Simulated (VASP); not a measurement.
# Cr (Im-3m) in VASP: settings compared

One crystal, Cr, is run at these levels: LDA, RPBE; tasks: single point.

All numbers are computed with VASP 6.6.1; they aren't measurements. Logs are shortened: lines on timing, memory, paths and dates and some standing lists are left out, and cuts for length are marked.

## Step 1: The structure

The structure is cubic, space group Im-3m (No. 229). Conventional cell: a = 2.969 Å, b = 2.969 Å, c = 2.969 Å, α = 90.00°, β = 90.00°, γ = 90.00°. Cr (site symmetry m-3m) is surrounded by 8 Cr at 2.57 Å.

## Step 2: Single point, LDA, collinear spin, ferromagnetic start

Contents of run.py:

```python
from ase.calculators.vasp import Vasp
from ase.dft.bandgap import bandgap
from ase.io import read

atoms = read('POSCAR')
atoms.set_initial_magnetic_moments([3.0])
calc = Vasp(
    directory='calc',
    xc='lda',
    pp='LDA',
    setups='recommended',
    pp_version='54',
    prec='Accurate',
    encut=520,
    ediff=1e-06,
    ismear=0,
    sigma=0.02,
    lreal=False,
    lasph=True,
    nelm=100,
    algo='Normal',
    isif=2,
    lwave=False,
    lcharg=True,
    ispin=2,
    lorbit=11,
    lmaxmix=4,
    lelf=True,
    lvhar=True,
    kpts=[12, 12, 12],
    gamma=True,
    nbands=16,
)
atoms.calc = calc

print('energy (eV):', atoms.get_potential_energy())
print('free energy (eV):', atoms.get_potential_energy(force_consistent=True))
print('forces (eV/A):')
print(atoms.get_forces())
print('stress (eV/A^3, Voigt):', atoms.get_stress())
print('Fermi level (eV):', calc.get_fermi_level())
print('moment (muB):', atoms.get_magnetic_moment())
print('site moments (muB):', atoms.get_magnetic_moments())
gap, top, bottom = bandgap(calc)
print('band gap (eV):', gap, 'from (spin, k, band)', top, 'to', bottom)
```

Contents of POSCAR:

```
Cr
1.0
   -1.4844496776      1.4844496776      1.4844496776
    1.4844496776     -1.4844496776      1.4844496776
    1.4844496776      1.4844496776     -1.4844496776
Cr
1
Direct
    0.0000000000      0.0000000000      0.0000000000
```

Potentials or basis: VASP PAW LDA potentials, release 54 (Cr_pv).

Command:

```bash
$ python run.py
```

Output:

```text
energy (eV): -10.31765515
free energy (eV): -10.31773639
forces (eV/A):
[[ 0. -0.  0.]]
stress (eV/A^3, Voigt): [ 0.2381014  0.2381014  0.2381014 -0.        -0.        -0.       ]
Fermi level (eV): 9.11042693
moment (muB): 6.23e-05
site moments (muB): [0.]
band gap (eV): 0.0 from (spin, k, band) (None, None, None) to (None, None, None)
```

OUTCAR:

```text
ENCUT = 520.000000
   EDIFF = 1.00e-06
   PREC = Accurate
   ISIF = 2
   ISMEAR = 0
   ISPIN = 2
   LORBIT = 11
   NELM = 100
   LASPH = .TRUE.
   LREAL = .FALSE.

 ion  position               nearest neighbor table
   1  0.000  0.000  0.000-

  LATTYP: Found a body centered cubic cell.
 ALAT       =     2.9688993552

  Lattice vectors:

 A1 = (  -1.4844496776,   1.4844496776,   1.4844496776)
 A2 = (   1.4844496776,  -1.4844496776,   1.4844496776)
 A3 = (   1.4844496776,   1.4844496776,  -1.4844496776)

Analysis of symmetry for initial positions (statically):
=====================================================================
 Subroutine PRICEL returns:
 Original cell was already a primitive cell.

 Routine SETGRP: Setting up the symmetry group for a
 body centered cubic supercell.

 Subroutine GETGRP returns: Found 48 space group operations
 (whereof 48 operations were pure point group operations)
 out of a pool of 48 trial point group operations.

The static configuration has the point symmetry O_h .

Analysis of symmetry for dynamics (positions and initial velocities):
=====================================================================
 Subroutine PRICEL returns:
 Original cell was already a primitive cell.

 Routine SETGRP: Setting up the symmetry group for a
 body centered cubic supercell.

 Subroutine GETGRP returns: Found 48 space group operations
 (whereof 48 operations were pure point group operations)
 out of a pool of 48 trial point group operations.

The dynamic configuration has the point symmetry O_h .

Analysis of structural, dynamic, and magnetic symmetry:
=====================================================================
 Subroutine PRICEL returns:
 Original cell was already a primitive cell.

 Routine SETGRP: Setting up the symmetry group for a
 body centered cubic supercell.

 Subroutine GETGRP returns: Found 48 space group operations
 (whereof 48 operations were pure point group operations)
 out of a pool of 48 trial point group operations.

The overall configuration has the point symmetry O_h .

 Subroutine INISYM returns: Found 48 space group operations
 (whereof 48 operations are pure point group operations),
 and found     1 'primitive' translations

----------------------------------------------------------------------------------------

                                     Primitive cell

  volume of cell :      13.0845

  direct lattice vectors                    reciprocal lattice vectors
    -1.484449678  1.484449678  1.484449678     0.000000000  0.336825160  0.336825160
     1.484449678 -1.484449678  1.484449678     0.336825160  0.000000000  0.336825160
     1.484449678  1.484449678 -1.484449678     0.336825160  0.336825160  0.000000000

  length of vectors
     2.571142263  2.571142263  2.571142263     0.476342709  0.476342709  0.476342709

  position of ions in fractional coordinates (direct lattice)
     0.000000000  0.000000000  0.000000000

  ion indices of the primitive-cell ions
   primitive index   ion index
                 1           1

----------------------------------------------------------------------------------------

 KPOINTS: KPOINTS created by Atomic Simulation Env

Automatic generation of k-mesh.
 Grid dimensions read from file:
 generate k-points for:   12   12   12

 Generating k-lattice:

  Cartesian coordinates                     Fractional coordinates (reciprocal lattice)
     0.000000000  0.028068763  0.028068763     0.083333333  0.000000000  0.000000000
     0.028068763  0.000000000  0.028068763     0.000000000  0.083333333  0.000000000
     0.028068763  0.028068763  0.000000000     0.000000000  0.000000000  0.083333333

  Length of vectors
     0.039695226  0.039695226  0.039695226

[... 84 lines left out ...]
   NFREE  =      0    steps in history (QN), initial steepest desc. (CG)
   ISIF   =      2    stress and relaxation
   ISYM   =      2    0-nonsym 1-usesym 2-fastsym
   POTIM  = 0.5000    time-step for ionic-motion
   TEBEG  =    0.0;   TEEND  =   0.0 temperature during run
   PSTRESS=    0.0 pullay stress
   NELECT =      12.0000    total number of electrons
   NUPDOWN=      -1.0000    fix difference up-down
   EMIN   =  10.00;   EMAX   =-10.00  energy-range for DOS
   EFERMI =   0.00;   METHOD = LEGACY
   ISMEAR =     0;   SIGMA  =   0.02  broadening in eV -4-tet -1-fermi 0-gaus
   EFERMI_NEDOS =   21; number of points for ismear=-14 and -15
   IALGO  =     38    algorithm
   IMIX   =      4    mixing-type and parameters
     AMIX     =   0.40;   BMIX     =  1.00
     AMIX_MAG =   1.60;   BMIX_MAG =  1.00
  volume/ion in A,a.u.               =      13.08        88.30
  Fermi-wavevector in a.u.,A,eV,Ry     =   1.590559  3.005721 34.421077  2.529878
  Thomas-Fermi vector in A             =   2.689235
   LORBIT       =     11    0 simple, 1 ext, 2 COOP (PROOUT), +10 PAW based schemes
   GGA     = CA    functional components
   LHFCALC =     F    Hartree Fock is set to
   AEXX    =    0.0000 exact exchange contribution
   IVDW    =     0    specifies the selected vdW correction
   LEPSILON=     F    determine dielectric tensor
   LRPA    =     F    only Hartree local field effects (RPA)
 spin polarized calculation
 Gauss-broadening in eV      SIGMA  =   0.02
  energy-cutoff  :      520.00
  volume of cell :       13.08
 maximum number of plane-waves:       370
   NGX =  9   NGY =  9   NGZ =  9

 number of electron      12.0000008 magnetization      -0.0003117

 number of electron      12.0000008 magnetization       0.0000623

 Free energy of the ion-electron system (eV)
  ---------------------------------------------------
  ext. energy  EPLUGINS =         0.00000000
  ---------------------------------------------------
  free energy    TOTEN  =       -10.31773639 eV

  energy without entropy =      -10.31757391  energy(sigma->0) =      -10.31765515

 E-fermi :   9.1104     XC(G=0): -13.2828

 val. band max:        9.0119644058   @ k =   0.1667   0.0000   0.0000
 cond. band min:       9.1267028298   @ k =   0.4167   0.0833   0.0000
 fundamental gap:      0.1147384240
 Fermi energy:         9.1104269348

 spin component 1

 k-point     1 :       0.0000    0.0000    0.0000
  band No.  band energies     occupation
      1     -33.3649      1.00000
      2     -33.3649      1.00000
      3     -33.3649      1.00000
      4       1.7676      1.00000
      5       8.3402      1.00000
      6       8.3402      1.00000
[... 739 lines left out ...]
      5       7.4197      1.00000
      6       8.0900      1.00000
[... 8 lines left out ...]
     15      35.0212      0.00000
     16      38.0510      0.00000

 [... further k-points ...]

 spin component 2

 k-point     1 :       0.0000    0.0000    0.0000
  band No.  band energies     occupation
      1     -33.3649      1.00000
      2     -33.3649      1.00000
      3     -33.3649      1.00000
      4       1.7676      1.00000
      5       8.3402      1.00000
      6       8.3402      1.00000
[... 739 lines left out ...]
      5       7.4197      1.00000
      6       8.0901      1.00000
[... 8 lines left out ...]
     15      35.0212      0.00000
     16      38.0511      0.00000

 [... further k-points ...]

------------------------ aborting loop because EDIFF is reached ----------------------------------------

 total charge

# of ion       s       p       d       tot
------------------------------------------
    1        0.389   6.321   4.118  10.827

 magnetization (x)

# of ion       s       p       d       tot
------------------------------------------
    1       -0.000   0.000   0.000   0.000

  FORCE on cell =-STRESS in cart. coord.  units (eV):
  Direction    XX          YY          ZZ          XY          YZ          ZX
  --------------------------------------------------------------------------------------
  -------------------------------------------------------------------------------------
  Total       -3.1154314     -3.1154314     -3.1154314      0.0000000      0.0000000      0.0000000
  in kB     -381.4805032   -381.4805032   -381.4805032      0.0000000      0.0000000      0.0000000
  external PRESSURE =    -381.4805032 kB  Pullay stress =       0.0000000 kB

 VOLUME and BASIS-vectors are now :
 -----------------------------------------------------------------------------
  energy-cutoff  :      520.00
  volume of cell :       13.08
      direct lattice vectors                 reciprocal lattice vectors
    -1.484449678  1.484449678  1.484449678     0.000000000  0.336825160  0.336825160
     1.484449678 -1.484449678  1.484449678     0.336825160  0.000000000  0.336825160
     1.484449678  1.484449678 -1.484449678     0.336825160  0.336825160  0.000000000

 POSITION                                       TOTAL-FORCE (eV/Angst)
 -----------------------------------------------------------------------------------
      0.00000      0.00000      0.00000         0.000000     -0.000000      0.000000
 -----------------------------------------------------------------------------------
    total drift:                                0.000000     -0.000000      0.000000

  FREE ENERGIE OF THE ION-ELECTRON SYSTEM (eV)
  ---------------------------------------------------
  free  energy   TOTEN  =       -10.3177363894 eV

  energy  without entropy=      -10.3175739092  energy(sigma->0) =      -10.31765515

 total charge

# of ion       s       p       d       tot
------------------------------------------
    1        0.389   6.321   4.118  10.827

 magnetization (x)

# of ion       s       p       d       tot
------------------------------------------
    1       -0.000   0.000   0.000   0.000
```

INCAR:

```text
ENCUT = 520.000000
SIGMA = 0.020000
EDIFF = 1.00e-06
ALGO = Normal
PREC = Accurate
ISIF = 2
ISMEAR = 0
ISPIN = 2
LMAXMIX = 4
LORBIT = 11
NBANDS = 16
NELM = 100
LASPH = .TRUE.
LCHARG = .TRUE.
LELF = .TRUE.
LVHAR = .TRUE.
LWAVE = .FALSE.
LREAL = .FALSE.
MAGMOM = 1*3.0000
```

It took 20 s on 1 thread of Intel Xeon 6975P-C (Granite Rapids), shared host; peak memory 0.13 GiB.

What came out:

```yaml
Free_energy: -10.3177 eV
Pressure: -38.1 GPa
Band_gap_on_the_k_mesh: none (metal or under the smearing width)
Net_moment: 0.00 μB per cell
Valence_electrons_inside_the_program's_atomic_spheres: Cr 10.83
```

Levels at points of the mesh, in eV from the Fermi level:
Spin up:
```tsv
k point	band 4	band 5	band 6	band 7	band 8	band 9
(0.00, 0.00, 0.00)	-7.34	-0.77	-0.77	-0.77	0.91	0.91
(0.50, 0.00, 0.00)	-3.86	-2.07	0.91	0.93	1.18	2.40
(0.50, 0.50, 0.50)	-3.65	-3.65	2.08	2.08	2.08	5.29
```
Spin down:
```tsv
k point	band 2	band 3	band 4	band 5	band 6	band 7	band 8	band 9	band 10	band 11
(0.00, 0.00, 0.00)	-42.48	-42.48	-7.34	-0.77	-0.77	-0.77	0.91	0.91	5.29	21.36
(0.50, 0.00, 0.00)	-42.68	-42.48	-3.86	-2.07	0.91	0.93	1.18	2.40	5.29	8.54
(0.50, 0.50, 0.50)	-42.92	-42.92	-3.65	-3.65	2.08	2.08	2.08	5.29	9.54	9.54
```

Caveat: the starting moments collapsed, and a magnetic state may lie lower; a pressure of tens of GPa on the cell as given is suspect, and the run, the potentials or the cell itself is likely at fault.

[end of part 1 of 2]
